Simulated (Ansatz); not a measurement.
# Ge: the order of phases at one pressure, part 2 of 3

Aim: bring Ge in several structures (bcc, hcp, beta tin, simple hexagonal, diamond) to one pressure and rank them by enthalpy. The pressure is set by scaling the first phase. Methods of the runs shown: LAPW. Companion runs by PAW are cited.

Ansatz 0.2.0; DFT PBE; a cell built from a prototype (bcc type), not taken from measurement.

## (4) Beta tin relaxed under pressure, LAPW

Contents of input.yaml:

```yaml
crystal:
  lattice:
    - [-1.9779455604, 1.9779455604, 1.071950458]
    - [1.9779455604, -1.9779455604, 1.071950458]
    - [1.9779455604, 1.9779455604, -1.071950458]
  atoms:
    - { symbol: Ge, position: [-0.375, -0.125, -0.25] }
    - { symbol: Ge, position: [0.375, 0.125, 0.25] }
kpoints:
  mp_grid: { grid: [20, 20, 20] }
scf:
  occupations: { method: fermi_dirac, width: 0.1 }
hamiltonian:
  xc: pbe
  pseudopotentials: { kind: all_electron, lapw: { basis_error: 0.0005 } }
output:
  forces: true
  stress: true
  eigenvalues: true
relax:
  f_tol: 0.005
  max_steps: 12
  cell: { p_target: 390.0, stress_tol: 0.195 }
```

Started as:

```bash
> ansatz run input.yaml --threads 1 --pin off --max-ram 3584MiB --backend cpu --events-out ev --progress --plain --runs-dir out
```

The program printed:

```text
The last accepted step is kept in <dir> (removed where the run ends without a failure and the disk answers)
LAPW: plane waves up to 12.185 Å⁻¹, error target 5.0e-4 eV per atom; small_component_spin mean_spin; Ge in spheres of 0.994 Å, 22 of its electrons in bands, Dirac shells []
Engine: ansatz 0.2.0
Pseudopotentials: kind: all_electron
Pseudopotential: Ge, LAPW, valence charge 22, Koelling and Harmon's equation, gaussian nucleus
Functional definition: PBE
  parameter kappa = 0.804
  parameter beta = 0.06672455060314922
  exchange = pbe_x(kappa = kappa, mu = beta*pi^2/3)
  correlation = pbe_c(beta = beta)
Crystal: 2 atoms, lattice volume = 16.775 Å³
Basis set: ecut = 565.6659203775258 eV, 517 PW (Γ), FFT grids on a1+a2, a2, a3, exchange–correlation at level 2
Bands: 27, of which v1, the nominal top of the filled ones, is band 22 counted from 1 (21 counted from 0)
Symmetry: 16 space group operations
Space group: I41/amd (ITA 141), of the structure as read, at distance tolerance 2.6e-5 Å
k-points: 641 of 8000
Non-local potential: Ge, projectors of the file, none
Initial density: superposition of atomic densities (chi_scale 0.1, normalization cell)
Initial wavefunctions: plane waves of lowest kinetic energy (no species holds an atomic orbital)
Functional: x = pbe(κ = 0.804, μ = 0.2195149727645171), c = pbe(β = 0.06672455060314922)
iter 1 solved again at ethr=2.28e-4 eV; its pass at ethr=1.00e-1 eV (dr2=1.00e-1 eV) is discarded
SCF iter   1: F=—  HF=-114220.037949 eV  |F-HF|=—  |Δ(HF+E_count)|=         —  Δρ=4.29e-2  dr2=1.01e-1  ethr=2.28e-4  ⟨swp⟩=3.0  Hψ=113095  notcnv=0
preconditioner: auto → none  [metal: Δε(μ)=0.018 eV  Ē_g=30.260 eV  σ=0.100 eV  W_gap=0.05  n_scr=8 (ndim 8)  ℏωp=48.0 eV  f_vac=0.000  D(μ)=0.41/eV (n_scr^D=0)  sad-step TF]
SCF iter   2: F=—  HF=-114219.913060 eV  |F-HF|=—  |Δ(HF+E_count)|=   1.25e-1  Δρ=2.68e-2  dr2=4.97e-2  ethr=2.28e-4  ⟨swp⟩=2.0  Hψ=49968  notcnv=0  defer=1
SCF iter   3: F=—  HF=-114219.898671 eV  |F-HF|=—  |Δ(HF+E_count)|=   1.44e-2  Δρ=1.29e-2  dr2=1.07e-2  ethr=1.13e-4  ⟨swp⟩=2.0  Hψ=46940  notcnv=0
iter 4 solved again at ethr=1.49e-7 eV; its pass at ethr=2.44e-5 eV (dr2=6.54e-5 eV) is discarded
SCF iter   4: F=—  HF=-114219.896909 eV  |F-HF|=—  |Δ(HF+E_count)|=   1.76e-3  Δρ=9.12e-4  dr2=6.52e-5  ethr=1.49e-7  ⟨swp⟩=2.0  Hψ=82338  notcnv=0
SCF iter   5: F=—  HF=-114219.896896 eV  |F-HF|=—  |Δ(HF+E_count)|=   1.38e-5  Δρ=7.15e-5  dr2=3.17e-7  ethr=1.48e-7  ⟨swp⟩=2.0  Hψ=46938  notcnv=0
SCF iter   6: F=-114219.896896 eV  HF=-114219.896896 eV  |F-HF|=3.29e-9  |Δ(HF+E_count)|=   3.43e-7  Δρ=6.33e-6  dr2=3.26e-9  ethr=7.21e-10  ⟨swp⟩=3.0  Hψ=49362  notcnv=0
SCF 1 converged in 6 iterations: F = -114219.896896 eV  dr2 = 3.26e-9
relax step   1: F+E_penalty+E_count = -114219.89689598 eV  Δ(F+E_penalty+E_count) = +0.000e0 eV  max|allowed force component| = 1.388e-17 eV/Å  Δτ_max = 0.0000 Å  P = +389.257 GPa  Ω = 16.775 Å³  (6 SCF iters, accepted)
Crystal: 2 atoms, lattice volume = 16.756 Å³
Basis set: ecut = 566.0959535616162 eV, 517 PW (Γ), FFT grids on a1+a2, a2, a3, exchange–correlation at level 2
Initial density: handed on by an earlier stage of this run
Initial wavefunctions: those handed on with the density
iter 1 solved again at ethr=3.33e-9 eV; its pass at ethr=1.00e-1 eV (dr2=1.46e-6 eV) is discarded
SCF iter   1: F=—  HF=-114219.850378 eV  |F-HF|=—  |Δ(HF+E_count)|=         —  Δρ=7.64e-5  dr2=6.99e-7  ethr=3.33e-9  ⟨swp⟩=4.7  Hψ=103803  notcnv=0
preconditioner: auto → none  [metal: Δε(μ)=0.012 eV  Ē_g=30.875 eV  σ=0.100 eV  W_gap=0.03  n_scr=8 (ndim 8)  ℏωp=48.0 eV  f_vac=0.000  D(μ)=0.41/eV (n_scr^D=0)]
SCF iter   2: F=-114219.850378 eV  HF=-114219.850378 eV  |F-HF|=8.03e-8  |Δ(HF+E_count)|=   4.16e-7  Δρ=2.73e-5  dr2=8.41e-8  ethr=1.59e-9  ⟨swp⟩=2.0  Hψ=46944  notcnv=0
SCF 2 converged in 2 iterations: F = -114219.850378 eV  dr2 = 8.41e-8
relax step   2: F+E_penalty+E_count = -114219.85037766 eV  Δ(F+E_penalty+E_count) = +4.652e-2 eV  max|allowed force component| = 0.000e0 eV/Å  Δτ_max = 0.0000 Å  P = +390.784 GPa  Ω = 16.756 Å³  (2 SCF iters, accepted)
Crystal: 2 atoms, lattice volume = 16.765 Å³
Basis set: ecut = 565.8803880710497 eV, 517 PW (Γ), FFT grids on a1+a2, a2, a3, exchange–correlation at level 2
iter 1 solved again at ethr=6.45e-10 eV; its pass at ethr=1.00e-1 eV (dr2=2.84e-7 eV) is discarded
SCF iter   1: F=—  HF=-114219.873710 eV  |F-HF|=—  |Δ(HF+E_count)|=         —  Δρ=7.11e-6  dr2=5.91e-9  ethr=6.45e-10  ⟨swp⟩=4.8  Hψ=102911  notcnv=0
preconditioner: auto → none  [metal: Δε(μ)=0.015 eV  Ē_g=30.870 eV  σ=0.100 eV  W_gap=0.04  n_scr=8 (ndim 8)  ℏωp=48.0 eV  f_vac=0.000  D(μ)=0.41/eV (n_scr^D=0)]
iter 2 solved again at ethr=1.00e-12 eV; its pass at ethr=1.34e-11 eV (dr2=1.46e-10 eV) is discarded
SCF iter   2: F=-114219.873710 eV  HF=-114219.873710 eV  |F-HF|=1.07e-8  |Δ(HF+E_count)|=   4.62e-8  Δρ=1.55e-6  dr2=1.47e-10  ethr=1.68e-12 (applied; sched 1.00e-12)  ⟨swp⟩=2.0  Hψ=90371  notcnv=0
SCF 3 converged in 2 iterations: F = -114219.873710 eV  dr2 = 1.47e-10
relax step   3: F+E_penalty+E_count = -114219.87371005 eV  Δ(F+E_penalty+E_count) = -2.333e-2 eV  max|allowed force component| = 0.000e0 eV/Å  Δτ_max = 0.0000 Å  P = +390.018 GPa  Ω = 16.765 Å³  (2 SCF iters, accepted)
iter 1 solved again at ethr=1.00e-12 eV; its pass at ethr=1.00e-1 eV (dr2=1.44e-10 eV) is discarded
SCF iter   1: F=—  HF=-114219.873710 eV  |F-HF|=—  |Δ(HF+E_count)|=         —  Δρ=1.54e-6  dr2=1.46e-10  ethr=3.35e-12 (applied; sched 1.00e-12)  ⟨swp⟩=3.1  Hψ=82317  notcnv=0  trunc=2  reapply=29
SCF iter   2: F=-114219.873710 eV  HF=-114219.873710 eV  |F-HF|=8.73e-10  |Δ(HF+E_count)|=  8.59e-10  Δρ=9.62e-7  dr2=8.88e-11  ethr=2.35e-12 (applied; sched 1.00e-12)  ⟨swp⟩=2.9  Hψ=48533  notcnv=0
SCF 4 converged in 2 iterations: F = -114219.873710 eV  dr2 = 8.88e-11
relax step   4: F+E_penalty+E_count = -114219.87371003 eV  Δ(F+E_penalty+E_count) = +2.245e-8 eV  max|allowed force component| = 0.000e0 eV/Å  Δτ_max = 0.0000 Å  P = +390.018 GPa  Ω = 16.765 Å³  stress off target by 7.19e-2 GPa  SCF on the basis re-selected at this cell (its energy is not comparable with the rows above)  (2 SCF iters)
basis re-selected at this cell: Δ(F+E_penalty+E_count) = +2.245e-8 eV, ΔP = +0.001 GPa vs the last step (what re-selecting the basis moved, after the strain that the cell walked since its last selection, with what the two solves' SCF thresholds leave and, on support functions, any second-order correction that the steps lacked; it is no measure of the basis error at this ecutwfc). This SCF's stress stands 7.19e-2 GPa from its target on what of the cell is left free (relax.cell.stress_tol is 1.95e-1 GPa) and its largest allowed force component is 0.00e0 eV/Å (relax.f_tol is 5.00e-3 eV/Å): within both
SCF converged after 2 iterations
Free energy (F): -114219.873710 eV
Harris-Foulkes:  -114219.873710 eV  (|F-HF|=8.73e-10)
Internal energy: -114219.859991 eV  (E = F + TS)
E sigma→0 (E₀):  -114219.866850 eV
Entropy (-TS):   -0.013719 eV (-6.860 meV/atom)
Fermi energy:    33.502680 eV
--- Per-component energies (eV) ---
  E_band       = -1166.837685
  E_kinetic    = 116735.987704
  E_xc         = -4361.193777
  E_electrostatic = -226594.653917  (all electrons and nuclei)
  E_smearing   = -0.013719  (= −TS)
  E_closure    = 0.000000  (closes the sum)
  E_atoms      = -114223.599835  (free atoms, spherical and without spin; not in F)
  Σ components = -114219.873710   (vs F -114219.873710, Δ=0.00e0)
  Basis errors (estimates in eV, not in F): energy 1.7e-4 per atom: plane waves 1.5e-4 (8.5e-5 summed), levels above the bands 2.6e-46, relativity 1.4e-8, radial functions 1.7e-5, core shells 1.6e-9; eigenvalues (radial functions only) 2.3e-7; not estimated: angular momenta, meshes, grids; target (lapw.basis_error) 5.0e-4; muffin-tin radii Ge 0.994 Å
--- Forces (eV/Å), atoms counted from 1 ---
  atom   1  Ge     0.00000000     0.00000000     0.00000000
  atom   2  Ge     0.00000000     0.00000000     0.00000000
  max |Σ_I F_I| component: 0.00e0 eV/Å
--- Stress (GPa, compression-positive) ---
      389.991512      -0.000000       0.000000
       -0.000000     389.991512       0.000000
        0.000000       0.000000     390.071850
  P = ⅓ Tr σ = 390.0183 GPa (3900.183 kbar)
--- Band table (eV; the first three rows and the last of 641) ---
  k-point 0: bands = ["-132.4615", "-132.4233", "-79.6557", "-79.6557", "-79.5739", "-79.5710", "-79.5229", "-79.5229", "5.2555", "5.4266", "5.6647", "5.7005", "6.6705", "6.6705", "6.7039", "6.7039", "7.1126", "7.4773", "9.8400", "27.5588", "27.5588", "32.6608", "33.9235", "47.1700", "47.1700", "48.9888", "50.7992"]
  k-point 1: bands = ["-132.4613", "-132.4235", "-79.6550", "-79.6549", "-79.5742", "-79.5708", "-79.5238", "-79.5234", "5.2639", "5.4383", "5.6615", "5.6962", "6.6666", "6.6748", "6.7069", "6.7073", "7.1060", "7.4647", "9.8902", "26.9924", "27.6241", "32.9599", "34.3034", "46.1411", "46.7067", "49.7935", "50.4036"]
  k-point 2: bands = ["-132.4606", "-132.4242", "-79.6532", "-79.6526", "-79.5751", "-79.5702", "-79.5263", "-79.5248", "5.2890", "5.4730", "5.6521", "5.6840", "6.6541", "6.6870", "6.7153", "6.7170", "7.0860", "7.4283", "10.0415", "25.7341", "27.8190", "33.2965", "35.5625", "44.5658", "45.6727", "49.6278", "49.6689"]
  k-point 640: bands = ["-132.4423", "-132.4423", "-79.6711", "-79.6711", "-79.5727", "-79.5727", "-79.5103", "-79.5103", "5.6110", "5.6110", "5.9995", "5.9995", "6.5471", "6.5471", "6.7069", "6.7069", "6.7453", "6.7453", "19.7152", "19.7152", "20.9543", "20.9543", "43.4995", "43.4995", "56.3065", "56.3065", "56.8102"]
--- Relaxed structure (3 steps of the walk, 3 accepted, 1 SCFs on fresh bases) ---
  F+E_penalty+E_count = -114219.87371003 eV   max|allowed force component| = 0.000e0 eV/Å   (the final SCF, on the basis selected at the relaxed cell)
  cell:  # Å, volume = 16.7655 Å³
    - [-1.9774116399116857, 1.9774116399116857, 1.0719197379458554]
    - [1.9774116399116857, -1.9774116399116857, 1.0719197379458554]
    - [1.9774116399116857, 1.9774116399116857, -1.0719197379458554]
  atoms:
    - { symbol: Ge, position: [-0.375, -0.12500000000000003, -0.25] }
    - { symbol: Ge, position: [0.375, 0.12500000000000003, 0.25] }
```

Wall time 3.6 min (1 thread of Intel Xeon Platinum 8559C (Emerald Rapids), shared host); peak memory 2 GiB.

Relaxation path:

```
step  energy from step 1 (eV/cell)  largest force component (eV/Å)  pressure (GPa)  volume (Å³)
   1                        0.0000                          0.0000          389.26        16.78
   2                        0.0465                          0.0000          390.78        16.76
   3                        0.0232                          0.0000          390.02        16.77
   4                        0.0232                          0.0000          390.02        16.77
```

Step 1 is the start. Step 4 repeats the geometry before on a plane-wave basis chosen anew for that cell, so the energy can jump there without any move; the table keeps such jumps.

| input's cell | before | after | change |
| --- | --- | --- | --- |
| a (Å) | 2.996 | 2.995 | -0.0 % |
| b (Å) | 2.996 | 2.995 | -0.0 % |
| c (Å) | 2.996 | 2.995 | -0.0 % |
| volume (Å³/atom) | 8.39 | 8.38 | -0.1 % |

Read from it: pressure 390.02 GPa; no gap.

## (5) Simple hexagonal relaxed under pressure, LAPW

Contents of input.yaml:

```yaml
crystal:
  lattice:
    - [2.1734697745, 0.0, 0.0]
    - [-1.0867348872, 1.8822800391, 0.0]
    - [0.0, 0.0, 2.0379539556]
  atoms:
    - { symbol: Ge, position: [0.0, 0.0, 0.0] }
kpoints:
  mp_grid: { grid: [20, 20, 19] }
scf:
  occupations: { method: fermi_dirac, width: 0.1 }
hamiltonian:
  xc: pbe
  pseudopotentials: { kind: all_electron, lapw: { basis_error: 0.0005 } }
output:
  forces: true
  stress: true
  eigenvalues: true
relax:
  f_tol: 0.005
  max_steps: 12
  cell: { p_target: 390.0, stress_tol: 0.195 }
```

Started as:

```bash
> ansatz run input.yaml --threads 1 --pin off --max-ram 3584MiB --backend cpu --events-out ev --progress --plain --runs-dir out
```

The program printed:

```text
The last accepted step is kept in <dir> (removed where the run ends without a failure and the disk answers)
LAPW: plane waves up to 12.264 Å⁻¹, error target 5.0e-4 eV per atom; small_component_spin mean_spin; Ge in spheres of 0.988 Å, 22 of its electrons in bands, Dirac shells []
Engine: ansatz 0.2.0
Pseudopotentials: kind: all_electron
Pseudopotential: Ge, LAPW, valence charge 22, Koelling and Harmon's equation, gaussian nucleus
Functional definition: PBE
  parameter kappa = 0.804
  parameter beta = 0.06672455060314922
  exchange = pbe_x(kappa = kappa, mu = beta*pi^2/3)
  correlation = pbe_c(beta = beta)
Crystal: 1 atoms, lattice volume = 8.337 Å³
Basis set: ecut = 573.0799861823346 eV, 253 PW (Γ), exchange–correlation at level 2
Bands: 15, of which v1, the nominal top of the filled ones, is band 11 counted from 1 (10 counted from 0)
Symmetry: 24 space group operations
Space group: P6/mmm (ITA 191), of the structure as read, at distance tolerance 2.0e-5 Å
k-points: 440 of 7600
Non-local potential: Ge, projectors of the file, none
Initial density: superposition of atomic densities (chi_scale 0.1, normalization cell)
Initial wavefunctions: plane waves of lowest kinetic energy (no species holds an atomic orbital)
Functional: x = pbe(κ = 0.804, μ = 0.2195149727645171), c = pbe(β = 0.06672455060314922)
iter 1 solved again at ethr=2.12e-4 eV; its pass at ethr=1.00e-1 eV (dr2=4.67e-2 eV) is discarded
SCF iter   1: F=—  HF=-57110.018204 eV  |F-HF|=—  |Δ(HF+E_count)|=         —  Δρ=4.24e-2  dr2=4.68e-2  ethr=2.12e-4  ⟨swp⟩=3.0  Hψ=43754  notcnv=0
preconditioner: auto → none  [metal: Δε(μ)=0.027 eV  Ē_g=34.285 eV  σ=0.100 eV  W_gap=0.07  n_scr=2 (ndim 8)  ℏωp=48.1 eV  f_vac=0.000  D(μ)=0.19/eV (n_scr^D=0)  sad-step TF]
SCF iter   2: F=—  HF=-57109.953464 eV  |F-HF|=—  |Δ(HF+E_count)|=   6.47e-2  Δρ=2.57e-2  dr2=2.14e-2  ethr=2.12e-4  ⟨swp⟩=2.0  Hψ=18869  notcnv=0
SCF iter   3: F=—  HF=-57109.946483 eV  |F-HF|=—  |Δ(HF+E_count)|=   6.98e-3  Δρ=1.26e-2  dr2=4.82e-3  ethr=9.72e-5  ⟨swp⟩=2.0  Hψ=17204  notcnv=0
iter 4 solved again at ethr=1.84e-7 eV; its pass at ethr=2.19e-5 eV (dr2=4.06e-5 eV) is discarded
SCF iter   4: F=—  HF=-57109.945651 eV  |F-HF|=—  |Δ(HF+E_count)|=   8.32e-4  Δρ=1.03e-3  dr2=4.04e-5  ethr=1.84e-7  ⟨swp⟩=2.0  Hψ=30453  notcnv=0
SCF iter   5: F=—  HF=-57109.945644 eV  |F-HF|=—  |Δ(HF+E_count)|=   7.02e-6  Δρ=6.25e-5  dr2=1.43e-7  ethr=1.84e-7  ⟨swp⟩=2.0  Hψ=17203  notcnv=0
SCF iter   6: F=-57109.945644 eV  HF=-57109.945644 eV  |F-HF|=6.98e-10  |Δ(HF+E_count)|=   9.42e-8  Δρ=6.20e-6  dr2=1.70e-9  ethr=6.50e-10  ⟨swp⟩=2.8  Hψ=17884  notcnv=0
SCF 1 converged in 6 iterations: F = -57109.945644 eV  dr2 = 1.70e-9
relax step   1: F+E_penalty+E_count = -57109.94564418 eV  Δ(F+E_penalty+E_count) = +0.000e0 eV  max|allowed force component| = 0.000e0 eV/Å  Δτ_max = 0.0000 Å  P = +389.326 GPa  Ω = 8.337 Å³  (6 SCF iters, accepted)
Crystal: 1 atoms, lattice volume = 8.329 Å³
Basis set: ecut = 573.4553431017656 eV, 253 PW (Γ), exchange–correlation at level 2
Initial density: handed on by an earlier stage of this run
Initial wavefunctions: those handed on with the density
iter 1 solved again at ethr=2.41e-9 eV; its pass at ethr=1.00e-1 eV (dr2=5.31e-7 eV) is discarded
SCF iter   1: F=—  HF=-57109.925723 eV  |F-HF|=—  |Δ(HF+E_count)|=         —  Δρ=9.65e-5  dr2=6.45e-7  ethr=2.41e-9  ⟨swp⟩=5.0  Hψ=41031  notcnv=0
preconditioner: auto → none  [metal: Δε(μ)=0.064 eV  Ē_g=34.930 eV  σ=0.100 eV  W_gap=0.16  n_scr=2 (ndim 8)  ℏωp=48.1 eV  f_vac=0.000  D(μ)=0.18/eV (n_scr^D=0)]
SCF iter   2: F=-57109.925722 eV  HF=-57109.925722 eV  |F-HF|=5.05e-8  |Δ(HF+E_count)|=   3.11e-7  Δρ=3.22e-5  dr2=6.90e-8  ethr=2.41e-9  ⟨swp⟩=2.0  Hψ=17203  notcnv=0
SCF 2 converged in 2 iterations: F = -57109.925722 eV  dr2 = 6.90e-8
relax step   2: F+E_penalty+E_count = -57109.92572229 eV  Δ(F+E_penalty+E_count) = +1.992e-2 eV  max|allowed force component| = 0.000e0 eV/Å  Δτ_max = 0.0000 Å  P = +390.649 GPa  Ω = 8.329 Å³  (2 SCF iters, accepted)
Crystal: 1 atoms, lattice volume = 8.333 Å³
Basis set: ecut = 573.2716591841316 eV, 253 PW (Γ), exchange–correlation at level 2
iter 1 solved again at ethr=3.88e-10 eV; its pass at ethr=1.00e-1 eV (dr2=8.54e-8 eV) is discarded
SCF iter   1: F=—  HF=-57109.935478 eV  |F-HF|=—  |Δ(HF+E_count)|=         —  Δρ=1.63e-5  dr2=1.95e-8  ethr=3.88e-10  ⟨swp⟩=5.0  Hψ=41411  notcnv=0
preconditioner: auto → none  [metal: Δε(μ)=0.058 eV  Ē_g=34.924 eV  σ=0.100 eV  W_gap=0.14  n_scr=2 (ndim 8)  ℏωp=48.1 eV  f_vac=0.000  D(μ)=0.18/eV (n_scr^D=0)]
iter 2 solved again at ethr=7.96e-12 eV; its pass at ethr=8.86e-11 eV (dr2=1.75e-9 eV) is discarded
SCF iter   2: F=-57109.935477 eV  HF=-57109.935477 eV  |F-HF|=5.14e-9  |Δ(HF+E_count)|=   2.58e-8  Δρ=5.05e-6  dr2=1.75e-9  ethr=7.96e-12  ⟨swp⟩=2.0  Hψ=30449  notcnv=0
SCF 3 converged in 2 iterations: F = -57109.935477 eV  dr2 = 1.75e-9
relax step   3: F+E_penalty+E_count = -57109.93547749 eV  Δ(F+E_penalty+E_count) = -9.755e-3 eV  max|allowed force component| = 0.000e0 eV/Å  Δτ_max = 0.0000 Å  P = +390.001 GPa  Ω = 8.333 Å³  (2 SCF iters, accepted)
iter 1 solved again at ethr=7.93e-12 eV; its pass at ethr=1.00e-1 eV (dr2=1.74e-9 eV) is discarded
SCF iter   1: F=—  HF=-57109.935478 eV  |F-HF|=—  |Δ(HF+E_count)|=         —  Δρ=5.04e-6  dr2=1.74e-9  ethr=7.93e-12  ⟨swp⟩=3.1  Hψ=31560  notcnv=0  reapply=11
SCF iter   2: F=-57109.935478 eV  HF=-57109.935478 eV  |F-HF|=4.87e-10  |Δ(HF+E_count)|=   1.00e-9  Δρ=1.65e-6  dr2=1.89e-10  ethr=7.93e-12  ⟨swp⟩=2.2  Hψ=17294  notcnv=0
SCF 4 converged in 2 iterations: F = -57109.935478 eV  dr2 = 1.89e-10
relax step   4: F+E_penalty+E_count = -57109.93547759 eV  Δ(F+E_penalty+E_count) = -9.671e-8 eV  max|allowed force component| = 0.000e0 eV/Å  Δτ_max = 0.0000 Å  P = +390.002 GPa  Ω = 8.333 Å³  stress off target by 2.02e-3 GPa  SCF on the basis re-selected at this cell (its energy is not comparable with the rows above)  (2 SCF iters)
basis re-selected at this cell: Δ(F+E_penalty+E_count) = -9.671e-8 eV, ΔP = +0.000 GPa vs the last step (what re-selecting the basis moved, after the strain that the cell walked since its last selection, with what the two solves' SCF thresholds leave and, on support functions, any second-order correction that the steps lacked; it is no measure of the basis error at this ecutwfc). This SCF's stress stands 2.02e-3 GPa from its target on what of the cell is left free (relax.cell.stress_tol is 1.95e-1 GPa) and its largest allowed force component is 0.00e0 eV/Å (relax.f_tol is 5.00e-3 eV/Å): within both
SCF converged after 2 iterations
Free energy (F): -57109.935478 eV
Harris-Foulkes:  -57109.935478 eV  (|F-HF|=4.87e-10)
Internal energy: -57109.929414 eV  (E = F + TS)
E sigma→0 (E₀):  -57109.932446 eV
Entropy (-TS):   -0.006063 eV (-6.063 meV/atom)
Fermi energy:    33.847163 eV
--- Per-component energies (eV) ---
  E_band       = -579.040598
  E_kinetic    = 58367.589441
  E_xc         = -2180.666986
  E_electrostatic = -113296.851869  (all electrons and nuclei)
  E_smearing   = -0.006063  (= −TS)
  E_closure    = 0.000000  (closes the sum)
  E_atoms      = -57111.799917  (free atoms, spherical and without spin; not in F)
  Σ components = -57109.935478   (vs F -57109.935478, Δ=0.00e0)
  Basis errors (estimates in eV, not in F): energy 1.7e-4 per atom: plane waves 1.5e-4 (8.4e-5 summed), levels above the bands 1.5e-86, relativity 1.4e-8, radial functions 2.0e-5, core shells 2.0e-9; eigenvalues (radial functions only) 6.2e-7; not estimated: angular momenta, meshes, grids; target (lapw.basis_error) 5.0e-4; muffin-tin radii Ge 0.988 Å
--- Forces (eV/Å), atoms counted from 1 ---
  atom   1  Ge     0.00000000     0.00000000     0.00000000
  max |Σ_I F_I| component: 1.64e-32 eV/Å
--- Stress (GPa, compression-positive) ---
      390.002015       0.000000      -0.000000
        0.000000     390.002015       0.000000
       -0.000000       0.000000     390.000514
  P = ⅓ Tr σ = 390.0015 GPa (3900.015 kbar)
--- Band table (eV; the first three rows and the last of 440) ---
  k-point 0: bands = ["-132.2550", "-79.3688", "-79.3688", "-79.2745", "5.2893", "6.2634", "6.2634", "7.3045", "7.3045", "9.9392", "45.1228", "48.3351", "51.0040", "51.0040", "51.5782"]
  k-point 1: bands = ["-132.2545", "-79.3685", "-79.3685", "-79.2789", "5.3231", "6.2667", "6.2667", "7.2881", "7.2881", "10.0447", "43.0211", "50.4167", "51.1375", "51.1375", "51.6699"]
  k-point 2: bands = ["-132.2529", "-79.3674", "-79.3674", "-79.2919", "5.4190", "6.2762", "6.2762", "7.2407", "7.2407", "10.3638", "39.9164", "51.5354", "51.5354", "51.9438", "53.3686"]
  k-point 439: bands = ["-132.2172", "-79.4394", "-79.4280", "-79.4219", "5.9523", "6.0727", "6.5542", "6.7518", "7.6585", "30.8942", "31.0101", "32.6216", "36.8234", "38.0553", "39.2990"]
--- Relaxed structure (3 steps of the walk, 3 accepted, 1 SCFs on fresh bases) ---
  F+E_penalty+E_count = -57109.93547759 eV   max|allowed force component| = 0.000e0 eV/Å   (the final SCF, on the basis selected at the relaxed cell)
  cell:  # Å, volume = 8.3332 Å³
    - [2.1732750188575087, -2.8864933634561256e-11, 6.881167025289144e-35]
    - [-1.0866375094037566, 1.88211137575514, -2.7277645317635815e-34]
    - [9.678189493607414e-35, -2.580850531628643e-34, 2.037297049397578]
  atoms:
    - { symbol: Ge, position: [0.0, 0.0, 0.0] }
```

Run time: 51 s. Hardware: 1 thread of Intel Xeon Platinum 8559C (Emerald Rapids), shared host; peak memory 0.74 GiB.

Relaxation path:

| step | energy from step 1 (eV/cell) | largest force component (eV/Å) | pressure (GPa) | volume (Å³) |
| --- | --- | --- | --- | --- |
| 1 | 0.0000 | 0.0000 | 389.33 | 8.34 |
| 2 | 0.0199 | 0.0000 | 390.65 | 8.33 |
| 3 | 0.0102 | 0.0000 | 390.00 | 8.33 |
| 4 | 0.0102 | 0.0000 | 390.00 | 8.33 |

Step 1 is the start. Step 4 repeats the geometry before on a plane-wave basis chosen anew for that cell, so the energy can jump there without any move; the table keeps such jumps.

| input's cell | before | after | change |
| --- | --- | --- | --- |
| a (Å) | 2.173 | 2.173 | -0.0 % |
| b (Å) | 2.173 | 2.173 | -0.0 % |
| c (Å) | 2.038 | 2.037 | -0.0 % |
| volume (Å³/atom) | 8.34 | 8.33 | -0.1 % |

This run gives: pressure 390.00 GPa; no gap.

(Part 2 of 3 ends here.)
